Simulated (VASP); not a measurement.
# In2O3 (R-3c) in VASP: single point with PBE

Aim: the single point of In2O3 with PBE.

Program: VASP 6.6.1. These are calculated values, not measurements. Logs are shortened: lines on timing, memory, paths and dates and some standing lists are left out, and cuts for length are marked.

**The experiment to reproduce.**

From “Fabrication and performance enhancement of an In2O3/BiVO4 heterojunction for N-butanol gas sensing applications”, 2024, pmc:11650617, for a powder of In2O3: band gap 3.08 eV (optical).

The results are compared with them further down.

## (1) The structure

Symmetry: R-3c, No. 167, trigonal system. Conventional cell: a = 5.487 Å, b = 5.487 Å, c = 14.510 Å, α = 90.00°, β = 90.00°, γ = 120.00°. In (site symmetry 3) has 6 O at 2.12 to 2.26 Å as nearest neighbours. O (site symmetry 2) is surrounded by 4 In at 2.12 to 2.26 Å.

## (2) Single point, PBE

Contents of INCAR:

```
SYSTEM = In2O3
PREC = Accurate
ENCUT = 520
EDIFF = 1E-6
ISMEAR = -1
SIGMA = 0.02
LREAL = .False.
LASPH = .True.
NELM = 60
ALGO = Normal
ISIF = 2
LWAVE = .False.
LCHARG = .False.
GGA = PE
NBANDS = 55
```

Contents of KPOINTS:

```
regular mesh
0
Gamma
  4 4 4
  0 0 0
```

Contents of POSCAR:

```
In2O3
1.0
    2.7435000000      1.5839604635      4.8366666667
   -2.7435000000      1.5839604635      4.8366666667
    0.0000000000     -3.1679209270      4.8366666667
In O
4 6
Direct
    0.3579101234      0.3579101234      0.3579101234
    0.1420898766      0.1420898766      0.1420898766
    0.6420898766      0.6420898766      0.6420898766
    0.8579101234      0.8579101234      0.8579101234
    0.5459308203      0.9540691797      0.2500000000
    0.2500000000      0.5459308203      0.9540691797
    0.9540691797      0.2500000000      0.5459308203
    0.4540691797      0.0459308203      0.7500000000
    0.7500000000      0.4540691797      0.0459308203
    0.0459308203      0.7500000000      0.4540691797
```

Potentials or basis: VASP PAW PBE potentials, release 64 (In_d, O).

The run is started by

```console
cat potpaw_PBE.64/In_d/POTCAR potpaw_PBE.64/O/POTCAR > POTCAR
mpirun -np 1 vasp_std > vasp.out
```

OUTCAR:

```text
SYSTEM = In2O3
   PREC = Accurate
   ENCUT = 520
   EDIFF = 1E-6
   ISMEAR = -1
   LREAL = .False.
   LASPH = .True.
   NELM = 60
   ISIF = 2
   GGA = PE

 ion  position               nearest neighbor table
   1  0.358  0.358  0.358-   9 2.12   8 2.12  10 2.12   7 2.26   6 2.26   5 2.26   2 3.13   3 3.25
                             3 3.25   3 3.25   2 3.60   2 3.60   2 3.60   4 3.99   4 3.99   4 3.99
   2  0.142  0.142  0.142-  10 2.12   8 2.12   9 2.12   7 2.26   6 2.26   5 2.26   1 3.13   4 3.25
                             4 3.25   4 3.25   1 3.60   1 3.60   1 3.60   3 3.99   3 3.99   3 3.99
   3  0.642  0.642  0.642-   6 2.12   5 2.12   7 2.12   9 2.26  10 2.26   8 2.26   4 3.13   1 3.25
                             1 3.25   1 3.25   4 3.60   4 3.60   4 3.60   2 3.99   2 3.99   2 3.99
   4  0.858  0.858  0.858-   7 2.12   5 2.12   6 2.12   9 2.26  10 2.26   8 2.26   3 3.13   2 3.25
                             2 3.25   2 3.25   3 3.60   3 3.60   3 3.60   1 3.99   1 3.99   1 3.99
   5  0.546  0.954  0.250-   3 2.12   4 2.12   1 2.26   2 2.26
   6  0.250  0.546  0.954-   3 2.12   4 2.12   1 2.26   2 2.26
   7  0.954  0.250  0.546-   4 2.12   3 2.12   1 2.26   2 2.26
   8  0.454  0.046  0.750-   1 2.12   2 2.12   3 2.26   4 2.26
   9  0.750  0.454  0.046-   1 2.12   2 2.12   3 2.26   4 2.26
  10  0.046  0.750  0.454-   2 2.12   1 2.12   3 2.26   4 2.26

  LATTYP: Found a trigonal (rhomboedric) cell.
 ALAT       =     5.7817875648
 COS(alpha) =     0.5496857780

  Lattice vectors:

 A1 = (   2.7435000000,   1.5839604635,   4.8366666667)
 A2 = (  -2.7435000000,   1.5839604635,   4.8366666667)
 A3 = (   0.0000000000,  -3.1679209270,   4.8366666667)

Analysis of symmetry for initial positions (statically):
=====================================================================
 Subroutine PRICEL returns:
 Original cell was already a primitive cell.

 Routine SETGRP: Setting up the symmetry group for a
 trigonal (rhombohedral) supercell.

 Subroutine GETGRP returns: Found 12 space group operations
 (whereof  6 operations were pure point group operations)
 out of a pool of 12 trial point group operations.

The static configuration has the point symmetry S_6 .
 The point group associated with its full space group is D_3d.

Analysis of symmetry for dynamics (positions and initial velocities):
=====================================================================
 Subroutine PRICEL returns:
 Original cell was already a primitive cell.

 Routine SETGRP: Setting up the symmetry group for a
 trigonal (rhombohedral) supercell.

 Subroutine GETGRP returns: Found 12 space group operations
 (whereof  6 operations were pure point group operations)
 out of a pool of 12 trial point group operations.

The dynamic configuration has the point symmetry S_6 .
 The point group associated with its full space group is D_3d.

 Subroutine INISYM returns: Found 12 space group operations
 (whereof  6 operations are pure point group operations),
 and found     1 'primitive' translations

----------------------------------------------------------------------------------------

                                     Primitive cell

  volume of cell :     126.1092

  direct lattice vectors                    reciprocal lattice vectors
     2.743500000  1.583960463  4.836666667     0.182248952  0.105221482  0.068917988
    -2.743500000  1.583960463  4.836666667    -0.182248952  0.105221482  0.068917988
     0.000000000 -3.167920927  4.836666667     0.000000000 -0.210442963  0.068917988

  length of vectors
     5.781787565  5.781787565  5.781787565     0.221440578  0.221440578  0.221440578

  position of ions in fractional coordinates (direct lattice)
     0.357910123  0.357910123  0.357910123
     0.142089877  0.142089877  0.142089877
     0.642089877  0.642089877  0.642089877
     0.857910123  0.857910123  0.857910123
     0.545930820  0.954069180  0.250000000
     0.250000000  0.545930820  0.954069180
     0.954069180  0.250000000  0.545930820
     0.454069180  0.045930820  0.750000000
     0.750000000  0.454069180  0.045930820
     0.045930820  0.750000000  0.454069180

  ion indices of the primitive-cell ions
   primitive index   ion index
                 1           1
                 2           2
                 3           3
                 4           4
                 5           5
                 6           6
                 7           7
                 8           8
                 9           9
                10          10

----------------------------------------------------------------------------------------

 KPOINTS: regular mesh

Automatic generation of k-mesh.
 Grid dimensions read from file:
 generate k-points for:    4    4    4

 Generating k-lattice:

  Cartesian coordinates                     Fractional coordinates (reciprocal lattice)
     0.045562238  0.026305370  0.017229497     0.250000000 -0.000000000 -0.000000000
    -0.045562238  0.026305370  0.017229497    -0.000000000  0.250000000 -0.000000000
     0.000000000 -0.052610741  0.017229497    -0.000000000 -0.000000000  0.250000000

  Length of vectors
     0.055360145  0.055360145  0.055360145

  Shift w.r.t. Gamma in fractional coordinates (k-lattice)
     0.000000000  0.000000000  0.000000000

 Subroutine IBZKPT returns following result:
 ===========================================

 Found     13 irreducible k-points:

 Following reciprocal coordinates:
            Coordinates               Weight
  0.000000  0.000000  0.000000      1.000000
  0.250000 -0.000000 -0.000000      6.000000
  0.500000 -0.000000 -0.000000      3.000000
  0.250000  0.250000 -0.000000      6.000000
  0.500000  0.250000  0.000000     12.000000
 -0.250000  0.250000  0.000000      6.000000
  0.500000  0.500000 -0.000000      3.000000
  0.250000  0.250000  0.250000      2.000000
  0.500000  0.250000  0.250000      6.000000
 -0.250000  0.250000  0.250000      6.000000
  0.500000  0.500000  0.250000      6.000000
 -0.250000  0.500000  0.250000      6.000000
  0.500000  0.500000  0.500000      1.000000
   k-points           NKPTS =     13   k-points in BZ     NKDIM =     13   number of bands    NBANDS=     55
   number of dos      NEDOS =    301   number of ions     NIONS =     10
   total plane-waves  NPLWV = 110592
   dimension x,y,z NGX =    48 NGY =   48 NGZ =   48
   dimension x,y,z NGXF=    96 NGYF=   96 NGZF=   96
   ions per type =               4   6
   NGX,Y,Z   is equivalent  to a cutoff of  13.80, 13.80, 13.80 a.u.
   NGXF,Y,Z  is equivalent  to a cutoff of  27.60, 27.60, 27.60 a.u.
 SYSTEM =  In2O3
   PREC   = accura    normal or accurate (medium, high low for compatibility)
   ISTART =      0    job   : 0-new  1-cont  2-samecut
   ICHARG =      2    charge: 1-file 2-atom 10-const
   ISPIN  =      1    spin polarized calculation?
   LNONCOLLINEAR =      F non collinear calculations
   LSORBIT =      F    spin-orbit coupling
   LASPH  =      T    aspherical Exc in radial PAW
   ENCUT  =  520.0 eV  38.22 Ry    6.18 a.u.  10.75 10.75 10.75*2*pi/ulx,y,z
   NELM   =     60;   NELMIN=  2; NELMDL= -5     # of ELM steps
   EDIFF  = 0.1E-05   stopping-criterion for ELM
   LREAL  =      F    real-space projection
   EDIFFG = 0.1E-04   stopping-criterion for IOM
   NSW    =      0    number of steps for IOM
   IBRION =     -1    ionic relax: 0-MD 1-quasi-New 2-CG
   NFREE  =      0    steps in history (QN), initial steepest desc. (CG)
   ISIF   =      2    stress and relaxation
   ISYM   =      2    0-nonsym 1-usesym 2-fastsym
   POTIM  = 0.5000    time-step for ionic-motion
   TEBEG  =    0.0;   TEEND  =   0.0 temperature during run
   PSTRESS=    0.0 pullay stress
   NELECT =      88.0000    total number of electrons
   NUPDOWN=      -1.0000    fix difference up-down
   EMIN   =  10.00;   EMAX   =-10.00  energy-range for DOS
   EFERMI =   0.00;   METHOD = LEGACY
   ISMEAR =    -1;   SIGMA  =   0.02  broadening in eV -4-tet -1-fermi 0-gaus
   EFERMI_NEDOS =   21; number of points for ismear=-14 and -15
   IALGO  =     38    algorithm
   IMIX   =      4    mixing-type and parameters
     AMIX     =   0.40;   BMIX     =  1.00
     AMIX_MAG =   1.60;   BMIX_MAG =  1.00
  volume/ion in A,a.u.               =      12.61        85.10
  Fermi-wavevector in a.u.,A,eV,Ry     =   1.452068  2.744010 28.687886  2.108500
  Thomas-Fermi vector in A             =   2.569492
   LORBIT       =      0    0 simple, 1 ext, 2 COOP (PROOUT), +10 PAW based schemes
   GGA     = PE    functional components
   LHFCALC =     F    Hartree Fock is set to
   AEXX    =    0.0000 exact exchange contribution
   IVDW    =     0    specifies the selected vdW correction
   LEPSILON=     F    determine dielectric tensor
   LRPA    =     F    only Hartree local field effects (RPA)
 non-spin polarized calculation
  energy-cutoff  :      520.00
  volume of cell :      126.11
 maximum number of plane-waves:      3426
 NGX is ok and might be reduce to    48
   NGX = 21   NGY = 21   NGZ = 21

 number of electron      88.0000010 magnetization

 Free energy of the ion-electron system (eV)
  ---------------------------------------------------
  ext. energy  EPLUGINS =         0.00000000
  ---------------------------------------------------
  free energy    TOTEN  =       -55.29017238 eV

  energy without entropy =      -55.29017238  energy(sigma->0) =      -55.29017238

 E-fermi :   6.0755     XC(G=0): -11.2373

 val. band max:        5.6262089805   @ k =   0.2500  -0.0000  -0.0000
 cond. band min:       6.9154053227   @ k =   0.0000   0.0000   0.0000
 fundamental gap:      1.2891963423
 Fermi energy:         6.0754857673

 k-point     1 :       0.0000    0.0000    0.0000
  band No.  band energies     occupation
      1     -12.0155      2.00000
      2     -11.1192      2.00000
      3     -11.1192      2.00000
      4     -10.9051      2.00000
      5     -10.9051      2.00000
      6     -10.8233      2.00000
[... 47 lines left out ...]
     54      15.5454      0.00000
[... 695 lines left out ...]
     54      15.4262      0.00000
     55      17.4591      0.00000

------------------------ aborting loop because EDIFF is reached ----------------------------------------

  FORCE on cell =-STRESS in cart. coord.  units (eV):
  Direction    XX          YY          ZZ          XY          YZ          ZX
  --------------------------------------------------------------------------------------
  -------------------------------------------------------------------------------------
  Total        7.4416012      7.4416012      5.9674648     -0.0000000     -0.0000000      0.0000000
  in kB       94.5431934     94.5431934     75.8147551     -0.0000000     -0.0000000      0.0000000
  external PRESSURE =      88.3003807 kB  Pullay stress =       0.0000000 kB

 VOLUME and BASIS-vectors are now :
 -----------------------------------------------------------------------------
  energy-cutoff  :      520.00
  volume of cell :      126.11
      direct lattice vectors                 reciprocal lattice vectors
     2.743500000  1.583960463  4.836666667     0.182248952  0.105221482  0.068917988
    -2.743500000  1.583960463  4.836666667    -0.182248952  0.105221482  0.068917988
     0.000000000 -3.167920927  4.836666667     0.000000000 -0.210442963  0.068917988

 POSITION                                       TOTAL-FORCE (eV/Angst)
 -----------------------------------------------------------------------------------
      0.00000      0.00000      5.19328        -0.000000     -0.000000     -0.024371
      0.00000      0.00000      2.06172        -0.000000      0.000000      0.024371
      0.00000      0.00000      9.31672        -0.000000      0.000000      0.024371
      0.00000      0.00000     12.44828        -0.000000      0.000000     -0.024371
     -1.11973      1.58396      8.46417        -0.019362     -0.000000     -0.000000
     -0.81189     -1.76169      8.46417         0.009681     -0.016768      0.000000
      1.93161      0.17773      8.46417         0.009681      0.016768      0.000000
      1.11973     -1.58396      6.04583         0.019362     -0.000000      0.000000
      0.81189      1.76169      6.04583        -0.009681      0.016768      0.000000
     -1.93161     -0.17773      6.04583        -0.009681     -0.016768      0.000000
 -----------------------------------------------------------------------------------
    total drift:                                0.000000      0.000000     -0.000000

  FREE ENERGIE OF THE ION-ELECTRON SYSTEM (eV)
  ---------------------------------------------------
  free  energy   TOTEN  =       -55.2901723752 eV

  energy  without entropy=      -55.2901723752  energy(sigma->0) =      -55.29017238
```

Run time: 2 min. Hardware: 1 thread of AMD EPYC 9R45 (Zen 5), shared host; peak memory 0.3 GiB.

What came out:

| Property | Result |
| --- | --- |
| Free energy | -55.2902 eV |
| Pressure | 8.8 GPa |
| Largest force | 0.024 eV/Å |
| Band gap on the k mesh | 1.29 eV, indirect (least direct gap 1.31 eV) |

Forces in eV/Å, atoms in the order of the input:
```
In   0.000  0.000 -0.024
In   0.000  0.000  0.024
In   0.000  0.000  0.024
In   0.000  0.000 -0.024
O   -0.019  0.000  0.000
O    0.010 -0.017  0.000
O    0.010  0.017  0.000
O    0.019  0.000  0.000
O   -0.010  0.017  0.000
O   -0.010 -0.017  0.000
```

Caveat: spin-orbit coupling is left out, which moves the levels of the heavy elements.

## (3) Against experiment

Step 2. Measured gap of In2O3: 3.08 eV (optical; powder; “Fabrication and performance enhancement of an In2O3/BiVO4 heterojunction for N-butanol gas sensing applications”, 2024, pmc:11650617). This calculation gives 1.29 eV (-1.79 eV). So large a miss can be the level of theory's own, or it may mean another phase, state or a wrong row. Spin-orbit coupling on In is left out. The value is that of PBE on a finite k mesh, which can miss the band edges, without temperature or zero-point motion. Semilocal functionals fall short of measured gaps as a rule.
